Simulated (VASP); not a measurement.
# A VASP 6.6.1 single-point calculation on SiC

INCAR

```
ISMEAR = -1
LREAL = .FALSE.
LWAVE = .FALSE.
NELM = 88
LCHARG = .FALSE.
NBANDS = 11
ENCUT = 520
EDIFF = 1E-7
GGA = PS
IBRION = -1
ISIF = 2
SIGMA = 0.02
NSW = 0
PREC = Accurate
LASPH = .TRUE.
```

KPOINTS

```
KPOINTS created by Atomic Simulation Environment
0
Gamma
8 8 8
0 0 0
```

POSCAR

```
Si C
 1.0000000000000000
     2.6453000000000002   -0.0112000000000000   -0.0252000000000000
    -0.0112000000000000    2.6480999999999999   -0.0266000000000000
    -0.0252000000000000   -0.0266000000000000    2.6901999999999999
 Si  C
   1   1
Cartesian
  0.0344223600000000  2.5549495300000000  2.5885511200000000
  1.3933334799999999  1.5731613099999999  1.1948793600000001
```

The recommended PBE PAW datasets give the neutral cell 8 valence electrons.

Command

```
mpirun -np 1 vasp_std
```

OSZICAR

```
N       E                     dE             d eps       ncg     rms          rms(c)
DAV:   1     0.391483364275E+01    0.39148E+01   -0.39516E+03  5904   0.622E+02
DAV:   2    -0.121958321878E+02   -0.16111E+02   -0.15376E+02  7384   0.101E+02
DAV:   3    -0.127028702268E+02   -0.50704E+00   -0.49942E+00  7269   0.140E+01
DAV:   4    -0.127041766472E+02   -0.13064E-02   -0.13062E-02  6373   0.868E-01
DAV:   5    -0.127041797868E+02   -0.31396E-05   -0.31394E-05  7096   0.412E-02    0.553E+00
DAV:   6    -0.121540622596E+02    0.55012E+00   -0.24449E+00  6296   0.637E+00    0.252E+00
DAV:   7    -0.121449515122E+02    0.91107E-02   -0.66155E-02  6854   0.172E+00    0.126E+00
DAV:   8    -0.121392124648E+02    0.57390E-02   -0.91925E-03  6321   0.582E-01    0.169E-01
DAV:   9    -0.121389727329E+02    0.23973E-03   -0.77376E-04  7611   0.143E-01    0.633E-02
DAV:  10    -0.121389552040E+02    0.17529E-04   -0.67702E-05  6496   0.477E-02    0.256E-02
DAV:  11    -0.121389550184E+02    0.18553E-06   -0.49588E-06  6900   0.145E-02    0.852E-03
DAV:  12    -0.121389550575E+02   -0.39051E-07   -0.23480E-07  4655   0.290E-03
   1 F= -.12138955E+02 E0= -.12138422E+02  d E =-.106659E-02
```

From OUTCAR

```
k-points           NKPTS =    260   k-points in BZ     NKDIM =    260   number of bands    NBANDS=     11

   NELECT =       8.0000    total number of electrons

   dimension x,y,z NGX =    20 NGY =   20 NGZ =   20
   dimension x,y,z NGXF=    40 NGYF=   40 NGZF=   40

  energy-cutoff  :      520.00
  volume of cell :       18.84
      direct lattice vectors                 reciprocal lattice vectors
     2.645300000 -0.011200000 -0.025200000     0.378069770  0.001634763  0.003557670
    -0.011200000  2.648100000 -0.026600000     0.001634763  0.377673823  0.003749654
    -0.025200000 -0.026600000  2.690200000     0.003557670  0.003749654  0.371789976

 k-points in reciprocal lattice and weights: KPOINTS created by Atomic Simulation Env
   0.00000000  0.00000000  0.00000000       0.002
   0.12500000  0.00000000  0.00000000       0.004
   0.25000000  0.00000000  0.00000000       0.004
   0.37500000  0.00000000  0.00000000       0.004
   0.50000000  0.00000000  0.00000000       0.002
  -0.00000000  0.12500000  0.00000000       0.004
   0.12500000  0.12500000  0.00000000       0.004
   0.25000000  0.12500000  0.00000000       0.004
   ...

 E-fermi :  10.6771

 k-point     1 :       0.0000    0.0000    0.0000
  band No.  band energies     occupation
      1      -6.5983      2.00000
      2       9.1049      2.00000
      3       9.6423      2.00000
      4      10.0416      2.00000
      5      11.9747      0.00000
      6      15.4914      0.00000
      7      15.7628      0.00000
      8      23.1732      0.00000
      9      23.6217      0.00000
     10      24.4543      0.00000
     11      30.2259      0.00000

 k-point     2 :       0.1250    0.0000    0.0000
  band No.  band energies     occupation
      1      -6.2997      2.00000
      2       7.3025      2.00000
      3       9.3680      2.00000
      4      10.3137      2.00000
      5      12.5643      0.00000
      6      15.8175      0.00000
      7      17.5671      0.00000
      8      22.4041      0.00000
      9      23.0694      0.00000
     10      24.1393      0.00000
     11      29.6148      0.00000

 k-point     3 :       0.2500    0.0000    0.0000
  band No.  band energies     occupation
      1      -5.4115      2.00000
      2       3.9863      2.00000
      3       9.9710      2.00000
      4      10.9033      0.00002
      5      13.3221      0.00000
      6      16.6948      0.00000
      7      18.8146      0.00000
      8      20.5603      0.00000
      9      22.3160      0.00000
     10      24.7576      0.00000
     11      27.1930      0.00000

 k-point     4 :       0.3750    0.0000    0.0000
  band No.  band energies     occupation
      1      -3.9739      2.00000
      2       0.9682      2.00000
      3      10.7643      0.02527
      4      11.6384      0.00000
      5      14.3639      0.00000
      6      17.3961      0.00000
      7      18.0559      0.00000
      8      18.6401      0.00000
      9      21.0652      0.00000
     10      24.1568      0.00000
     11      28.3165      0.00000

 k-point     5 :       0.5000    0.0000    0.0000
  band No.  band energies     occupation
      1      -2.5608      2.00000
      2      -0.9836      2.00000
      3      11.1946      0.00000
      4      12.0133      0.00000
      5      15.6735      0.00000
      6      15.8189      0.00000
      7      17.7571      0.00000
      8      19.0346      0.00000
      9      20.5223      0.00000
     10      22.5315      0.00000
     11      30.3114      0.00000

 ...

  Total        0.1231839     -0.8860582     -0.4984250     -0.0378704     -0.1638924      0.0489913
  in kB       10.4751634    -75.3475203    -42.3844511     -3.2203732    -13.9368797      4.1660593
  external PRESSURE =     -35.7522693 kB  Pullay stress =       0.0000000 kB

 POSITION                                       TOTAL-FORCE (eV/Angst)
 -----------------------------------------------------------------------------------
      0.03442      2.55495      2.58855        -0.030518     -1.225393      0.097941
      1.39333      1.57316      1.19488         0.030518      1.225393     -0.097941
 -----------------------------------------------------------------------------------
    total drift:                                0.000003     -0.000025     -0.000026

  FREE ENERGIE OF THE ION-ELECTRON SYSTEM (eV)
  ---------------------------------------------------
  free  energy   TOTEN  =       -12.1389550575 eV

  energy  without entropy=      -12.1378884656  energy(sigma->0) =      -12.13842176
```

It converged. Results: gap between bands v and c on the k mesh -4.15 eV (bands overlap: a metal); least direct gap on the k mesh 0.11 eV; pressure -3.6 GPa; largest force 1.23 eV/Å. Band v is the last that the valence electrons fill when counted band by band, and c is the next.

For comparison, a separate PBE run of the intended cell, on usual settings and not on those above, gives a gap of -4.13 eV on its mesh and a pressure of 0.4 GPa.

The run above took about 13 s on one core of a shared host (Intel Xeon 6975P-C) and held 0.16 GiB at most.
